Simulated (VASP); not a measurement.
A run of VASP 6.6.1 is set up as follows.

Contents of INCAR:

```
  PREC = Accurate
  ENCUT = 520
  EDIFF = 1E-7
  ISMEAR = -1
  SIGMA = 0.05
  LREAL = F
  LASPH = T
  NELM = 100
  ALGO = Normal
  ISIF = 2
  LWAVE = F
  LCHARG = F
  GGA = PE
  NBANDS = 21
```

KPOINTS

```
Automatic mesh
0
Gamma
  9 9 5
```

Contents of POSCAR:

```
Pb
1.0
    3.0386068135     -1.7503199600      0.0000000000
    3.0386068135      1.7503199600      0.0000000000
   -2.1154626375      0.0000000000      6.0952248674
Pb
2
Direct
    0.8992000000      0.9126090000      0.7288880000
    0.0934150000      0.0824840000      0.2714710000
```

Potentials or basis: VASP PAW PBE potentials, release 64 (Pb_d).

Run with:

```sh
$ cat potpaw_PBE.64/Pb_d/POTCAR > POTCAR
$ mpirun -np 1 vasp_std > vasp.out
```

Problem. What does it give for the largest force?

Solution. 0.146 eV/Å.

Problem. Predict the pressure.

Solution. 0.6 GPa.

Problem. What does it give for the band gap on the k mesh?

Solution. None (metal or under the smearing width).

Stress tensor (GPa, compression positive):
```
 0.61 -0.06 -0.01
-0.06  0.60 -0.12
-0.01 -0.12  0.68
```

The run has no spin-orbit coupling, so splittings on Pb are missing.
